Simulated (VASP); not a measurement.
# KF (Carobbiite) (Fm-3m) in VASP: further runs, part 2 of 3

VASP 6.6.1. The steps go on from the part before.

### Step 3. Density of states, r2SCAN+rVV10

run.py

```python
from ase.calculators.vasp import Vasp
from ase.dft.dos import DOS
from ase.spacegroup import crystal

atoms = crystal(
    ['K', 'F'],
    basis=[[0.0, 0.0, 0.0], [0.5, 0.0, 0.0]],
    spacegroup=225,
    setting=1,
    cellpar=[5.3437, 5.3437, 5.3437, 90.0, 90.0, 90.0],
    primitive_cell=True,
)
calc = Vasp(
    directory='calc',
    xc='r2scan+rvv10',
    pp='PBE',
    setups='gw',
    prec='Accurate',
    encut=550,
    ediff=1e-06,
    ismear=0,
    sigma=0.05,
    lreal=False,
    lasph=True,
    nelm=100,
    algo='Normal',
    isif=2,
    lwave=False,
    lcharg=False,
    lmixtau=True,
    lorbit=11,
    kpts=[9, 9, 9],
    gamma=True,
    nbands=15,
)
atoms.calc = calc

print('energy (eV):', atoms.get_potential_energy())
print('free energy (eV):', atoms.get_potential_energy(force_consistent=True))
print('forces (eV/A):')
print(atoms.get_forces())
print('stress (eV/A^3, Voigt):', atoms.get_stress())
print('Fermi level (eV):', calc.get_fermi_level())
dos = DOS(calc, width=0.05, window=(-10, 10), npts=301)
print('E - E_F (eV), DOS (1/eV)')
for e, g in zip(dos.get_energies(), dos.get_dos()):
    print(f'{e:8.3f} {g:10.4f}')
```

Potentials or basis: VASP PAW PBE potentials, release 64 (K_sv_GW, F_GW).

Command:

```
$ python run.py
```

What it wrote:

```text
<dir> UserWarning: vdW has been enabled, however no location for the vdw_kernel.bindat file has been specified. Set ASE_VASP_VDW environment variable to copy the vdW kernel.
  warnings.warn(
energy (eV): -16.90250025
free energy (eV): -16.90250025
forces (eV/A):
[[ 0. -0.  0.]
 [-0.  0. -0.]]
stress (eV/A^3, Voigt): [ 0.01252057  0.01252057  0.01252057 -0.          0.         -0.        ]
Fermi level (eV): -0.74394643
E - E_F (eV), DOS (1/eV)
 -10.000    13.3301
  -9.933    15.3892
  -9.867    19.9360
  -9.800    14.5673
  -9.733     2.1576
  -9.667     0.0251
[... 293 lines left out ...]
   9.933     1.3745
  10.000     0.2973
```

It took 3.2 min on 1 thread of Intel Xeon Platinum 8488C (Sapphire Rapids), shared host; peak memory 0.3 GiB.

What came out:

```yaml
Free_energy: -16.9025 eV
Band_gap_on_the_k_mesh: 6.73 eV, direct
Valence_electrons_inside_the_program's_atomic_spheres: K 7.97; F 5.84
```

Levels at points of the mesh, in eV from the valence-band top:
```csv
k point,band 4,band 5,band 6,band 7,band 8,band 9,band 10,band 11,band 12,band 13
"(0.00, 0.00, 0.00)",-9.52,-9.52,0.00,0.00,0.00,6.73,11.43,11.43,11.43,13.28
```

States per cell in windows of 1 eV (zero at the valence-band top; states under -8 eV left out):
| from (eV) | total | F2_p | K1_s | K1_p | K1_d | F2_s | F2_d |
| --- | --- | --- | --- | --- | --- | --- | --- |
| -8.0 | 0.00 | 0.00 | 0.00 | 0.00 | 0.00 | 0.00 | 0.00 |
| -7.0 | 0.00 | 0.00 | 0.00 | 0.00 | 0.00 | 0.00 | 0.00 |
| -6.0 | 0.00 | 0.00 | 0.00 | 0.00 | 0.00 | 0.00 | 0.00 |
| -5.0 | 0.00 | 0.00 | 0.00 | 0.00 | 0.00 | 0.00 | 0.00 |
| -4.0 | 0.00 | 0.00 | 0.00 | 0.00 | 0.00 | 0.00 | 0.00 |
| -3.0 | 0.00 | 0.00 | 0.00 | 0.00 | 0.00 | 0.00 | 0.00 |
| -2.0 | 0.00 | 0.00 | 0.00 | 0.00 | 0.00 | 0.00 | 0.00 |
| -1.0 | 5.08 | 3.49 | 0.08 | 0.08 | 0.07 | 0.00 | 0.00 |
| 0.0 | 0.92 | 0.65 | 0.00 | 0.02 | 0.00 | 0.00 | 0.00 |
| 1.0 | 0.00 | 0.00 | 0.00 | 0.00 | 0.00 | 0.00 | 0.00 |
| 2.0 | 0.00 | 0.00 | 0.00 | 0.00 | 0.00 | 0.00 | 0.00 |
| 3.0 | 0.00 | 0.00 | 0.00 | 0.00 | 0.00 | 0.00 | 0.00 |
| 4.0 | 0.00 | 0.00 | 0.00 | 0.00 | 0.00 | 0.00 | 0.00 |
| 5.0 | 0.00 | 0.00 | 0.00 | 0.00 | 0.00 | 0.00 | 0.00 |
| 6.0 | 0.00 | 0.00 | 0.00 | 0.00 | 0.00 | 0.00 | 0.00 |
| 7.0 | 0.14 | 0.00 | 0.09 | 0.00 | 0.00 | 0.01 | 0.00 |

Caveat: the cutoff is under 1.25 times the usual one of these potentials, so pressure, stress and relaxed cells hold a basis-set (Pulay) error; the PAW data sets were made with another functional, which shifts forces and pressure a little; an odd mesh through Γ misses points on the zone boundary, where band edges often lie. r2SCAN opens gaps a little over a GGA but as a rule still falls short of measured ones.

### Step 4. Chemical shielding, LDA

INCAR

```
  PREC = Accurate
  ENCUT = 400
  EDIFF = 1E-8
  ISMEAR = 0
  SIGMA = 0.05
  LREAL = False
  LASPH = True
  NELM = 80
  ALGO = Fast
  ISIF = 2
  LWAVE = False
  LCHARG = False
  LCHIMAG = True
  DQ = 0.001
  ICHIBARE = 1
  LNMR_SYM_RED = True
```

KPOINTS

```
regular mesh
0
Gamma
  9 9 9
```

POSCAR

```
KF
3.7786
    0.000000000000      0.707100513418      0.707100513418
    0.707100513418      0.000000000000      0.707100513418
    0.707100513418      0.707100513418      0.000000000000
K F
1 1
Direct
    0.0000000000      0.0000000000      0.0000000000
    0.5000000000      0.5000000000      0.5000000000
```

Potentials or basis: VASP PAW LDA potentials, release 64 (K_sv, F_s).

Command:

```
$ cat potpaw_LDA.64/K_sv/POTCAR potpaw_LDA.64/F_s/POTCAR > POTCAR
$ mpirun -np 1 vasp_std > vasp.out
```

OUTCAR:

```text
PREC = Accurate
   ENCUT = 400
   EDIFF = 1E-8
   ISMEAR = 0
   LREAL = False
   LASPH = True
   NELM = 80
   ISIF = 2

 ion  position               nearest neighbor table
   1  0.000  0.000  0.000-   2 2.67   2 2.67   2 2.67   2 2.67   2 2.67   2 2.67
   2  0.500  0.500  0.500-   1 2.67   1 2.67   1 2.67   1 2.67   1 2.67   1 2.67

  LATTYP: Found a face centered cubic cell.
 ALAT       =     5.3437000000

  Lattice vectors:

 A1 = (   0.0000000000,   2.6718500000,   2.6718500000)
 A2 = (   2.6718500000,   0.0000000000,   2.6718500000)
 A3 = (   2.6718500000,   2.6718500000,   0.0000000000)

Analysis of symmetry for initial positions (statically):
=====================================================================
 Subroutine PRICEL returns:
 Original cell was already a primitive cell.

 Routine SETGRP: Setting up the symmetry group for a
 face centered cubic supercell.

 Subroutine GETGRP returns: Found 48 space group operations
 (whereof 48 operations were pure point group operations)
 out of a pool of 48 trial point group operations.

The static configuration has the point symmetry O_h .

Analysis of symmetry for dynamics (positions and initial velocities):
=====================================================================
 Subroutine PRICEL returns:
 Original cell was already a primitive cell.

 Routine SETGRP: Setting up the symmetry group for a
 face centered cubic supercell.

 Subroutine GETGRP returns: Found 48 space group operations
 (whereof 48 operations were pure point group operations)
 out of a pool of 48 trial point group operations.

The dynamic configuration has the point symmetry O_h .

 Subroutine INISYM returns: Found 48 space group operations
 (whereof 48 operations are pure point group operations),
 and found     1 'primitive' translations

----------------------------------------------------------------------------------------

                                     Primitive cell

  volume of cell :      38.1475

  direct lattice vectors                    reciprocal lattice vectors
     0.000000000  2.671850000  2.671850000    -0.187136254  0.187136254  0.187136254
     2.671850000  0.000000000  2.671850000     0.187136254 -0.187136254  0.187136254
     2.671850000  2.671850000  0.000000000     0.187136254  0.187136254 -0.187136254

  length of vectors
     3.778566507  3.778566507  3.778566507     0.324129500  0.324129500  0.324129500

  position of ions in fractional coordinates (direct lattice)
     0.000000000  0.000000000  0.000000000
     0.500000000  0.500000000  0.500000000

  ion indices of the primitive-cell ions
   primitive index   ion index
                 1           1
[... 477 lines left out ...]
  band No.  band energies     occupation
      1     -28.6285      2.00000
      2     -21.3596      2.00000
      3     -12.8004      2.00000
      4     -12.4466      2.00000
      5     -12.4466      2.00000
      6      -3.3721      2.00000
      7      -3.1768      2.00000
      8      -3.1768      2.00000
      9       4.8330      0.00000
     10       6.7305      0.00000
     11       8.4283      0.00000
     12      10.4177      0.00000

 [... further k-points ...]

  FORCE on cell =-STRESS in cart. coord.  units (eV):
  Direction    XX          YY          ZZ          XY          YZ          ZX
  --------------------------------------------------------------------------------------
  -------------------------------------------------------------------------------------
  Total       -0.8019853     -0.8019853     -0.8019853     -0.0000000      0.0000000      0.0000000
  in kB      -33.6829991    -33.6829991    -33.6829991     -0.0000000      0.0000000      0.0000000
  external PRESSURE =     -33.6829991 kB  Pullay stress =       0.0000000 kB

 VOLUME and BASIS-vectors are now :
 -----------------------------------------------------------------------------
  energy-cutoff  :      400.00
  volume of cell :       38.15
      direct lattice vectors                 reciprocal lattice vectors
     0.000000000  2.671850000  2.671850000    -0.187136254  0.187136254  0.187136254
     2.671850000  0.000000000  2.671850000     0.187136254 -0.187136254  0.187136254
     2.671850000  2.671850000  0.000000000     0.187136254  0.187136254 -0.187136254

 POSITION                                       TOTAL-FORCE (eV/Angst)
 -----------------------------------------------------------------------------------
      0.00000      0.00000      0.00000         0.000000     -0.000000      0.000000
      2.67185      2.67185      2.67185        -0.000000      0.000000     -0.000000
 -----------------------------------------------------------------------------------
    total drift:                                0.000000      0.000000      0.000000

  FREE ENERGIE OF THE ION-ELECTRON SYSTEM (eV)
  ---------------------------------------------------
  free  energy   TOTEN  =        -9.0331389166 eV

  energy  without entropy=       -9.0331389166  energy(sigma->0) =       -9.03313892

------------------------ aborting loop because EDIFF is reached ----------------------------------------

  Approximate magnetic susceptibility, pGv (10^-6 cm^3/mole)
     1        -20.835022          0.000000         -0.000000
     2          0.000000        -20.835022         -0.000000
     3          0.000000          0.000000        -20.835022
 -------------------------------------------------------------
  Approximate magnetic susceptibility, vGv (10^-6 cm^3/mole)
     1        -19.644594          0.000000          0.000000
     2         -0.000000        -19.644594          0.000000
     3         -0.000000         -0.000000        -19.644594

         principal value                      axis
       (10^-6 cm^3/mole)           x,          y,          z
      --------------------------------------------------------
              -19.644594      0.9599     -0.2803      0.0000
              -19.644594      0.0000      0.0000      1.0000
              -19.644594     -0.2803     -0.9599      0.0000
 -------------------------------------------------------------

 -------------------------------------------------------------
  G=0 CONTRIBUTION TO CHEMICAL SHIELDING (field along BDIR)
  using pGv susceptibility, excluding core contribution
 -------------------------------------------------------------
   BDIR                X                 Y                 Z
 -------------------------------------------------------------
     1          7.597931         -0.000000          0.000000
     2          0.000000          7.597931          0.000000
     3         -0.000000         -0.000000          7.597931
 -------------------------------------------------------------

  Core NMR properties

  typ  El   Core shielding (ppm)
 ----------------------------
    1  K     1190.1584544
    2  F      304.7198375
 ----------------------------

  Core contribution to magnetic susceptibility:     -1.09  10^-6 cm^3/mole
 --------------------------------------------------------------------------

  CSA tensor (J. Mason, Solid State Nucl. Magn. Reson. 2, 285 (1993))
  for chemical shielding  (including the isotropic core contribution)

  BDIR labels direction of applied magnetic field (i.e. B0)
  For BDIR==1, B0 along x-axis, etc.
  Induced field listed along cartesian directions for each BDIR
 ------------------------------------------------------------------------------------------
                 EXCLUDING G=0 CONTRIBUTION              INCLUDING G=0 CONTRIBUTION
 ------------------------------------------------------------------------------------------
  ion  BDIR            X           Y           Z                X           Y           Z
          (   iso_shield        span        skew ) (   iso_shield        span        skew )
 ------------------------------------------------------------------------------------------
    1     1    1148.9816     -0.0000      0.0000        1156.9770     -0.0000      0.0000
          2       0.0000   1148.9816      0.0000           0.0000   1156.9770      0.0000
          3      -0.0000     -0.0000   1148.9816          -0.0000     -0.0000   1156.9770
          (    1148.9816      0.0000      0.0000 ) (    1156.9770      0.0000      0.0000 )

    2     1     234.1881      0.0000     -0.0000         242.1836      0.0000     -0.0000
          2      -0.0000    234.1881      0.0000          -0.0000    242.1836      0.0000
          3      -0.0000      0.0000    234.1881          -0.0000     -0.0000    242.1836
          (     234.1881      0.0000      0.0000 ) (     242.1836      0.0000      0.0000 )
 ------------------------------------------------------------------------------------------
  IF SPAN.EQ.0, THEN SKEW IS ILL-DEFINED
 ------------------------------------------------------------------------------------------
```

OSZICAR:

```text
N       E                     dE             d eps       ncg     rms          rms(c)
DAV:   1     0.104197325895E+03    0.10420E+03   -0.70587E+03   840   0.107E+03
DAV:   2    -0.669021379778E+01   -0.11089E+03   -0.10327E+03   900   0.351E+02
DAV:   3    -0.101293089358E+02   -0.34391E+01   -0.34288E+01  1136   0.571E+01
DAV:   4    -0.102406222178E+02   -0.11131E+00   -0.11126E+00  1224   0.851E+00
[... 20 lines left out ...]
RLQ:   2    -0.176276345006E+01   -0.14934E+00   -0.32545E-01  1410   0.228E+00
RLQ:   3    -0.177227239625E+01   -0.95089E-02   -0.33300E-02  1436   0.451E-01
RLQ:   4    -0.177291390596E+01   -0.64151E-03   -0.13767E-03  1302   0.990E-02
RLQ:   5    -0.177296539002E+01   -0.51484E-04   -0.14489E-04  1114   0.250E-02
RLQ:   6    -0.177296809862E+01   -0.27086E-05   -0.69754E-06  1027   0.540E-03
RLQ:   7    -0.177296825817E+01   -0.15954E-06   -0.35488E-07   814   0.121E-03
RLQ:   8    -0.177296826279E+01   -0.46198E-08   -0.94228E-09   701   0.331E-04
```

Run time: 3.6 min. Hardware: 1 thread of Intel Xeon Platinum 8488C (Sapphire Rapids), shared host; peak memory 0.18 GiB.

Chemical shielding (ppm):
```csv
atom,isotropic,span,skew
1 K,1157,0,0.00
2 F,242,0,0.00
```

(Part 2 of 3 ends here.)
